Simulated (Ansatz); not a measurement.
Relaxing Ga in the hcp type

First guess:

```
CELL_PARAMETERS angstrom
2.58112 0.00000 0.00000
-1.29056 2.23532 0.00000
0.00000 0.00000 4.18142
ATOMIC_POSITIONS crystal
Ga 0.33333 0.66667 0.25000
Ga 0.66667 0.33333 0.75000
```

These are results of Ansatz 0.2.0, DFT, PBE, PAW with Ansatz's default frozen-core files, scalar-relativistic, not measurements.

Cell and atoms relax within the symmetry of the start on a 18×18×10 k mesh with 0.05 eV Fermi–Dirac smearing.

The start is built from a prototype, known or not as a phase of this compound; the cutoff is 420 eV.

(1) What is the pressure of the first guess?

(2) What does it relax to?

(3) How much energy does the relaxation release?

Answers

(1) 66.7 GPa.

(2) a = 3.011 Å, b = 3.011 Å, c = 4.866 Å, α = 90.00°, β = 90.00°, γ = 120.00° (conventional cell), 19.10 Å³ per atom:
```xyz
2
Lattice="3.0110 0.0000 0.0000 -1.5055 2.6076 0.0000 0.0000 0.0000 4.8661" Properties=species:S:1:pos:R:3 pbc="T T T"
Ga    0.0000    1.7384    1.2165
Ga    1.5055    0.8692    3.6496
```

(3) 934 meV/atom.
